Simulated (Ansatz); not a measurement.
## CuO, one cell by several methods

```
CELL_PARAMETERS angstrom
2.34185 -1.71130 0.00000
2.34185 1.71130 0.00000
-0.85003 0.00000 5.05787
ATOMIC_POSITIONS crystal
Cu 0.00000 0.50000 0.00000
Cu 0.50000 0.00000 0.50000
O 0.58160 0.41840 0.25000
O 0.41840 0.58160 0.75000
```

Atoms are numbered in the order listed.

The cell comes from COD entry 9014580, which wasn't checked; take it as a given geometry.

Without spin polarisation or U, such a compound can come out metallic where the real one is a magnetic insulator.

Levels of theory: DFT, PBE, PAW with Ansatz's default frozen-core files, scalar-relativistic (Ansatz 0.2.0); DFT, PBE, all-electron LAPW, scalar-relativistic (Ansatz 0.2.0).

For PAW: a Γ-centred 15×15×8 k mesh, Fermi–Dirac smearing of 0.05 eV, cutoff 420 eV, no spin polarisation. LAPW targets a basis error of 1 meV/atom. The Ansatz runs share mesh, smearing and spin set-up. Plane-wave (PAW) pressures include the program's estimate of the Pulay term.

Stress and pressure are positive in compression.

Levels count from the Fermi level.

| quantity | PAW | LAPW |
| --- | --- | --- |
| pressure (GPa) | 5.73 | 5.71 |
| stress xx (GPa) | 5.44 | 5.45 |
| stress yy (GPa) | 6.96 | 6.90 |
| stress zz (GPa) | 4.80 | 4.78 |
| stress xz (GPa) | -1.11 | -1.14 |
| force on O3, y (eV/Å) | 0.266 | 0.263 |
| highest filled level at D2 (eV) | -0.292 | -0.290 |
| lowest empty level at D2 (eV) | 5.803 | 5.790 |
| highest filled level at D (eV) | -0.292 | -0.290 |
| lowest empty level at D (eV) | 5.803 | 5.790 |
| highest filled level at Y2 (eV) | -0.667 | -0.679 |
| lowest empty level at Y2 (eV) | 1.060 | 1.061 |

PAW's pressure differs from the LAPW value by +0.02 GPa.
